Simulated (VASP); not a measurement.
# Rh (P6_3/mmc) in VASP: further runs

One crystal, Rh, is run at these levels: PBE; tasks: single point, relaxation of cell and atoms.

Everything below comes from runs of VASP 6.6.1. Logs are shortened: lines on timing, memory, paths and dates and some standing lists are left out, and cuts for length are marked.

## 1. The crystal as given

It takes space group P6_3/mmc (No. 194, hexagonal). Conventional cell: a = 2.730 Å, b = 2.730 Å, c = 4.368 Å, α = 90.00°, β = 90.00°, γ = 120.00°. Rh (site symmetry -6m2) has 12 Rh at 2.69 to 2.73 Å as nearest neighbours.

The cell was built by a generator and needn't be a form met in nature.

## 2. Single point, PBE

INCAR reads:

```
ALGO = Fast ; EDIFF = 1E-7
ENCUT = 520 ; GGA = PE
ISIF = 2 ; ISMEAR = 0
LASPH = True ; LCHARG = False
LREAL = False ; LWAVE = False
NBANDS = 22 ; NELM = 100
PREC = Accurate ; SIGMA = 0.05
```

KPOINTS reads:

```
k-points
0
Gamma
  8 8 4
```

POSCAR reads:

```
Rh
1.0
    2.7303672660      0.0000000000      0.0000000000
   -1.3651836330      2.3645674141      0.0000000000
    0.0000000000      0.0000000000      4.3682175052
Rh
2
Direct
    0.3333333333      0.6666666667      0.7500000000
    0.6666666667      0.3333333333      0.2500000000
```

Potentials or basis: VASP PAW PBE potentials, release 64 (Rh_pv).

Started as:

```sh
> cat potpaw_PBE.64/Rh_pv/POTCAR > POTCAR
> mpirun -np 1 vasp_std > vasp.out
```

OUTCAR:

```text
EDIFF = 1E-7
   ENCUT = 520
   GGA = PE
   ISIF = 2
   ISMEAR = 0
   LASPH = True
   LREAL = False
   NELM = 100
   PREC = Accurate

 ion  position               nearest neighbor table
   1  0.333  0.667  0.750-   2 2.69   2 2.69   2 2.69   2 2.69   2 2.69   2 2.69
   2  0.667  0.333  0.250-   1 2.69   1 2.69   1 2.69   1 2.69   1 2.69   1 2.69

  LATTYP: Found a hexagonal cell.
 ALAT       =     2.7303672660
 C/A-ratio  =     1.5998644430

  Lattice vectors:

 A1 = (   2.7303672660,   0.0000000000,   0.0000000000)
 A2 = (  -1.3651836330,   2.3645674141,   0.0000000000)
 A3 = (   0.0000000000,   0.0000000000,   4.3682175052)

Analysis of symmetry for initial positions (statically):
=====================================================================
 Subroutine PRICEL returns:
 Original cell was already a primitive cell.

 Routine SETGRP: Setting up the symmetry group for a
 hexagonal supercell.

 Subroutine GETGRP returns: Found 24 space group operations
 (whereof 12 operations were pure point group operations)
 out of a pool of 24 trial point group operations.

The static configuration has the point symmetry D_3d.
 The point group associated with its full space group is D_6h.

Analysis of symmetry for dynamics (positions and initial velocities):
=====================================================================
 Subroutine PRICEL returns:
 Original cell was already a primitive cell.

 Routine SETGRP: Setting up the symmetry group for a
 hexagonal supercell.

 Subroutine GETGRP returns: Found 24 space group operations
 (whereof 12 operations were pure point group operations)
 out of a pool of 24 trial point group operations.

The dynamic configuration has the point symmetry D_3d.
 The point group associated with its full space group is D_6h.

 Subroutine INISYM returns: Found 24 space group operations
 (whereof 12 operations are pure point group operations),
 and found     1 'primitive' translations

----------------------------------------------------------------------------------------

                                     Primitive cell

  volume of cell :      28.2018

  direct lattice vectors                    reciprocal lattice vectors
     2.730367266  0.000000000  0.000000000     0.366251095  0.211455168  0.000000000
    -1.365183633  2.364567414  0.000000000     0.000000000  0.422910336  0.000000000
     0.000000000  0.000000000  4.368217505     0.000000000  0.000000000  0.228926330

  length of vectors
     2.730367266  2.730367266  4.368217505     0.422910336  0.422910336  0.228926330

  position of ions in fractional coordinates (direct lattice)
     0.333333333  0.666666667  0.750000000
     0.666666667  0.333333333  0.250000000

  ion indices of the primitive-cell ions
   primitive index   ion index
                 1           1
                 2           2

----------------------------------------------------------------------------------------

 KPOINTS: k-points

Automatic generation of k-mesh.
 Grid dimensions read from file:
 generate k-points for:    8    8    4

 Generating k-lattice:

  Cartesian coordinates                     Fractional coordinates (reciprocal lattice)
     0.045781387  0.026431896  0.000000000     0.125000000  0.000000000  0.000000000
     0.000000000  0.052863792  0.000000000     0.000000000  0.125000000  0.000000000
     0.000000000  0.000000000  0.057231582     0.000000000  0.000000000  0.250000000

  Length of vectors
     0.052863792  0.052863792  0.057231582

  Shift w.r.t. Gamma in fractional coordinates (k-lattice)
     0.000000000  0.000000000  0.000000000

 Subroutine IBZKPT returns following result:
 ===========================================

 Found     30 irreducible k-points:

 Following reciprocal coordinates:
            Coordinates               Weight
  0.000000  0.000000  0.000000      1.000000
  0.125000 -0.000000  0.000000      6.000000
  0.250000 -0.000000  0.000000      6.000000
  0.375000  0.000000  0.000000      6.000000
  0.500000 -0.000000  0.000000      3.000000
  0.125000  0.125000  0.000000      6.000000
[... 16 lines left out ...]
  0.250000 -0.000000  0.500000      6.000000
  0.375000  0.000000  0.500000      6.000000
 [... further k-points ...]
   k-points           NKPTS =     30   k-points in BZ     NKDIM =     30   number of bands    NBANDS=     22
   number of dos      NEDOS =    301   number of ions     NIONS =      2
   total plane-waves  NPLWV =  12800
   dimension x,y,z NGX =    20 NGY =   20 NGZ =   32
   dimension x,y,z NGXF=    40 NGYF=   40 NGZF=   64
   ions per type =               2
   NGX,Y,Z   is equivalent  to a cutoff of  12.18, 12.18, 12.18 a.u.
   NGXF,Y,Z  is equivalent  to a cutoff of  24.36, 24.36, 24.36 a.u.
 SYSTEM =  unknown system
   PREC   = accura    normal or accurate (medium, high low for compatibility)
   ISTART =      0    job   : 0-new  1-cont  2-samecut
   ICHARG =      2    charge: 1-file 2-atom 10-const
   ISPIN  =      1    spin polarized calculation?
   LNONCOLLINEAR =      F non collinear calculations
   LSORBIT =      F    spin-orbit coupling
   LASPH  =      T    aspherical Exc in radial PAW
   ENCUT  =  520.0 eV  38.22 Ry    6.18 a.u.   5.08  5.08  8.12*2*pi/ulx,y,z
   NELM   =    100;   NELMIN=  2; NELMDL= -5     # of ELM steps
   EDIFF  = 0.1E-06   stopping-criterion for ELM
   LREAL  =      F    real-space projection
   EDIFFG = 0.1E-05   stopping-criterion for IOM
   NSW    =      0    number of steps for IOM
   IBRION =     -1    ionic relax: 0-MD 1-quasi-New 2-CG
   NFREE  =      0    steps in history (QN), initial steepest desc. (CG)
   ISIF   =      2    stress and relaxation
   ISYM   =      2    0-nonsym 1-usesym 2-fastsym
   POTIM  = 0.5000    time-step for ionic-motion
   TEBEG  =    0.0;   TEEND  =   0.0 temperature during run
   PSTRESS=    0.0 pullay stress
   NELECT =      30.0000    total number of electrons
   NUPDOWN=      -1.0000    fix difference up-down
   EMIN   =  10.00;   EMAX   =-10.00  energy-range for DOS
   EFERMI =   0.00;   METHOD = LEGACY
   ISMEAR =     0;   SIGMA  =   0.05  broadening in eV -4-tet -1-fermi 0-gaus
   EFERMI_NEDOS =   21; number of points for ismear=-14 and -15
   IALGO  =     68    algorithm
   IMIX   =      4    mixing-type and parameters
     AMIX     =   0.40;   BMIX     =  1.00
     AMIX_MAG =   1.60;   BMIX_MAG =  1.00
  volume/ion in A,a.u.               =      14.10        95.16
  Fermi-wavevector in a.u.,A,eV,Ry     =   1.671179  3.158070 37.998874  2.792838
  Thomas-Fermi vector in A             =   2.756547
   LORBIT       =      0    0 simple, 1 ext, 2 COOP (PROOUT), +10 PAW based schemes
   GGA     = PE    functional components
   LHFCALC =     F    Hartree Fock is set to
   AEXX    =    0.0000 exact exchange contribution
   IVDW    =     0    specifies the selected vdW correction
   LEPSILON=     F    determine dielectric tensor
   LRPA    =     F    only Hartree local field effects (RPA)
 non-spin polarized calculation
 RMM-DIIS sequential band-by-band and
 Gauss-broadening in eV      SIGMA  =   0.05
  energy-cutoff  :      520.00
  volume of cell :       28.20
 maximum number of plane-waves:       774
   NGX = 11   NGY = 11   NGZ = 17

 number of electron      30.0000020 magnetization

 Free energy of the ion-electron system (eV)
  ---------------------------------------------------
  ext. energy  EPLUGINS =         0.00000000
  ---------------------------------------------------
  free energy    TOTEN  =       -14.42810409 eV

  energy without entropy =      -14.42172431  energy(sigma->0) =      -14.42491420

 E-fermi :  11.5316     XC(G=0): -13.8670

 val. band max:       11.5122668813   @ k =   0.3750   0.1250   0.0000
 cond. band min:      11.5380197062   @ k =   0.5000  -0.0000   0.2500
 fundamental gap:      0.0257528249
 Fermi energy:        11.5316465330

 k-point     1 :       0.0000    0.0000    0.0000
  band No.  band energies     occupation
      1     -35.5888      2.00000
      2     -34.9673      2.00000
      3     -34.9673      2.00000
      4     -34.8839      2.00000
      5     -34.8625      2.00000
      6     -34.8625      2.00000
[... 14 lines left out ...]
     21      29.7919      0.00000
     22      30.2406      0.00000

 k-point     2 :       0.1250   -0.0000    0.0000
  band No.  band energies     occupation
      1     -35.5559      2.00000
      2     -35.0372      2.00000
      3     -34.9904      2.00000
      4     -34.9351      2.00000
      5     -34.8988      2.00000
      6     -34.8734      2.00000
[... 14 lines left out ...]
     21      30.1203      0.00000
     22      30.2972      0.00000

 k-point     3 :       0.2500   -0.0000    0.0000
  band No.  band energies     occupation
      1     -35.4678      2.00000
      2     -35.2068      2.00000
      3     -35.1054      2.00000
      4     -35.0437      2.00000
      5     -34.9437      2.00000
      6     -34.9020      2.00000
[... 14 lines left out ...]
     21      28.1515      0.00000
     22      28.8319      0.00000

 k-point     4 :       0.3750    0.0000    0.0000
  band No.  band energies     occupation
      1     -35.3769      2.00000
      2     -35.3556      2.00000
      3     -35.2690      2.00000
      4     -35.0948      2.00000
      5     -35.0126      2.00000
      6     -34.9322      2.00000
[... 14 lines left out ...]
     21      25.4879      0.00000
     22      26.7843      0.00000

 k-point     5 :       0.5000   -0.0000    0.0000
  band No.  band energies     occupation
      1     -35.4474      2.00000
      2     -35.3350      2.00000
      3     -35.2897      2.00000
      4     -35.1155      2.00000
      5     -35.0604      2.00000
      6     -34.9451      2.00000
[... 14 lines left out ...]
     21      24.3642      0.00000
     22      25.5690      0.00000

 k-point     6 :       0.1250    0.1250    0.0000
  band No.  band energies     occupation
      1     -35.4953      2.00000
      2     -35.1358      2.00000
      3     -35.0939      2.00000
      4     -34.9971      2.00000
      5     -34.9289      2.00000
      6     -34.9084      2.00000
[... 14 lines left out ...]
     21      27.1354      0.00000
     22      29.7677      0.00000

 k-point     7 :       0.2500    0.1250    0.0000
  band No.  band energies     occupation
      1     -35.3930      2.00000
      2     -35.2910      2.00000
      3     -35.2264      2.00000
      4     -35.0795      2.00000
      5     -34.9879      2.00000
      6     -34.9566      2.00000
[... 324 lines left out ...]
      6     -35.0287      2.00000
[... 14 lines left out ...]
     21      22.3098      0.00000
     22      25.1514      0.00000

 k-point    21 :       0.0000    0.0000    0.5000
  band No.  band energies     occupation
      1     -35.2427      2.00000
      2     -35.2427      2.00000
      3     -34.9150      2.00000
      4     -34.9150      2.00000
      5     -34.9150      2.00000
      6     -34.9150      2.00000
[... 14 lines left out ...]
     21      28.6664      0.00000
     22      28.6664      0.00000

 k-point    22 :       0.1250   -0.0000    0.5000
  band No.  band energies     occupation
      1     -35.2552      2.00000
      2     -35.2552      2.00000
      3     -34.9635      2.00000
      4     -34.9635      2.00000
      5     -34.9321      2.00000
      6     -34.9321      2.00000
[... 14 lines left out ...]
     21      28.8600      0.00000
     22      28.8600      0.00000

 k-point    23 :       0.2500   -0.0000    0.5000
  band No.  band energies     occupation
      1     -35.3258      2.00000
      2     -35.3258      2.00000
      3     -35.0377      2.00000
      4     -35.0377      2.00000
      5     -34.9732      2.00000
      6     -34.9732      2.00000
[... 14 lines left out ...]
     21      27.6119      0.00000
     22      27.6119      0.00000

 k-point    24 :       0.3750    0.0000    0.5000
  band No.  band energies     occupation
      1     -35.4472      2.00000
      2     -35.4472      2.00000
      3     -35.0582      2.00000
      4     -35.0582      2.00000
      5     -35.0140      2.00000
      6     -35.0140      2.00000
[... 14 lines left out ...]
     21      27.9366      0.00000
     22      27.9366      0.00000

 [... further k-points ...]

------------------------ aborting loop because EDIFF is reached ----------------------------------------

  FORCE on cell =-STRESS in cart. coord.  units (eV):
  Direction    XX          YY          ZZ          XY          YZ          ZX
  --------------------------------------------------------------------------------------
  -------------------------------------------------------------------------------------
  Total        0.0245396      0.0245396     -0.0038412      0.0000000      0.0000000      0.0000000
  in kB        1.3941244      1.3941244     -0.2182240      0.0000000      0.0000000      0.0000000
  external PRESSURE =       0.8566749 kB  Pullay stress =       0.0000000 kB

 VOLUME and BASIS-vectors are now :
 -----------------------------------------------------------------------------
  energy-cutoff  :      520.00
  volume of cell :       28.20
      direct lattice vectors                 reciprocal lattice vectors
     2.730367266  0.000000000  0.000000000     0.366251095  0.211455168  0.000000000
    -1.365183633  2.364567414  0.000000000     0.000000000  0.422910336  0.000000000
     0.000000000  0.000000000  4.368217505     0.000000000  0.000000000  0.228926330

 POSITION                                       TOTAL-FORCE (eV/Angst)
 -----------------------------------------------------------------------------------
     -0.00000      1.57638      3.27616         0.000000     -0.000000      0.000000
      1.36518      0.78819      1.09205        -0.000000      0.000000      0.000000
 -----------------------------------------------------------------------------------
    total drift:                               -0.000000      0.000000     -0.000000

  FREE ENERGIE OF THE ION-ELECTRON SYSTEM (eV)
  ---------------------------------------------------
  free  energy   TOTEN  =       -14.4281040935 eV

  energy  without entropy=      -14.4217243075  energy(sigma->0) =      -14.42491420
```

Run time: 32 s. Hardware: 1 thread of Intel Xeon Platinum 8375C at 2.90GHz (Ice Lake), shared host; peak memory 0.14 GiB.

Results:

```yaml
Free_energy: -14.4281 eV
Pressure: 0.1 GPa
Band_gap_on_the_k_mesh: none (metal or under the smearing width)
```

## 3. Relaxation of cell and atoms, PBE

This run uses another cell than the first one, of 13.72 Å³/atom, 0.973 times its volume.

INCAR reads:

```
ALGO = Normal ; EDIFF = 1E-6
EDIFFG = -0.03 ; ENCUT = 600
GGA = PE ; IBRION = 2
ISIF = 3 ; ISMEAR = 0
LASPH = True ; LCHARG = False
LREAL = False ; LWAVE = False
NELM = 100 ; NSW = 80
PREC = Accurate ; SIGMA = 0.05
```

KPOINTS is that of step 2.

POSCAR reads:

```
Rh
1.0
    2.6868192162      0.0000000000      0.0000000000
   -1.3434096081      2.3268536966      0.0000000000
    0.0000000000      0.0000000000      4.3884713865
Rh
2
Direct
    0.3333333333      0.6666666667      0.7500000000
    0.6666666667      0.3333333333      0.2500000000
```

Potentials or basis: VASP PAW PBE potentials, release 64 (Rh_pv).

Started as:

```sh
> cat potpaw_PBE.64/Rh_pv/POTCAR > POTCAR
> mpirun -np 1 vasp_std > vasp.out
```

Run time: 59 s. Hardware: 1 thread of Intel Xeon Platinum 8375C at 2.90GHz (Ice Lake), shared host; peak memory 0.16 GiB.

It converged, with:

```yaml
Free_energy: -14.4273 eV
Relaxed_volume: 14.10 Å³/atom
Relaxed_cell: a = 2.731 Å, b = 2.731 Å, c = 4.365 Å, α = 90.00°, β = 90.00°, γ = 120.00°
Space_group_after_relaxing_to_0.05_Å: P6_3/mmc (No. 194)
Energy_gained_by_relaxing: 12.1 meV/atom
Ionic_steps: 5
Pressure_after_relaxing: 0.0 GPa
Band_gap_on_the_k_mesh: none (metal or under the smearing width)
```

Stress tensor (GPa, compression positive):
```
0.00 0.00 0.00
0.00 0.00 0.00
0.00 0.00 0.14
```

The path:
| step | energy change (eV) | largest force (eV/Å) | pressure (GPa) | volume (Å³) |
| --- | --- | --- | --- | --- |
| 1 | 0.0000 | 0.0000 | 7.45 | 27.44 |
| 2 | 0.0600 | 0.0000 | -13.68 | 30.04 |
| 3 | -0.0210 | 0.0000 | -0.77 | 28.28 |
| 4 | -0.0210 | 0.0000 | -0.59 | 28.26 |
| 5 | -0.0241 | 0.0000 | 0.04 | 28.19 |

Final structure:
```yaml
crystal:
  lattice:
    - [2.73077, 0.00000, 0.00000]
    - [-1.36539, 2.36492, 0.00000]
    - [0.00000, 0.00000, 4.36521]
  atoms:
    - { symbol: Rh, position: [0.33333, 0.66667, 0.75000] }
    - { symbol: Rh, position: [0.66667, 0.33333, 0.25000] }
```

Levels at points of the mesh, in eV from the Fermi level:
```csv
k point,band 11,band 12,band 13,band 14,band 15,band 16,band 17,band 18,band 19
"(0.00, 0.00, 0.00)",-2.90,-2.39,-2.39,-1.91,-1.91,0.13,0.13,0.88,8.56
"(0.50, 0.00, 0.00)",-2.55,-2.11,-2.11,0.36,0.64,0.67,2.93,4.98,10.20
"(0.00, 0.00, 0.50)",-3.05,-3.05,-3.05,-3.05,-0.42,-0.42,-0.42,-0.42,14.85
"(0.50, 0.00, 0.50)",-1.64,-1.64,-0.29,-0.29,0.55,0.55,2.64,2.64,9.08
```
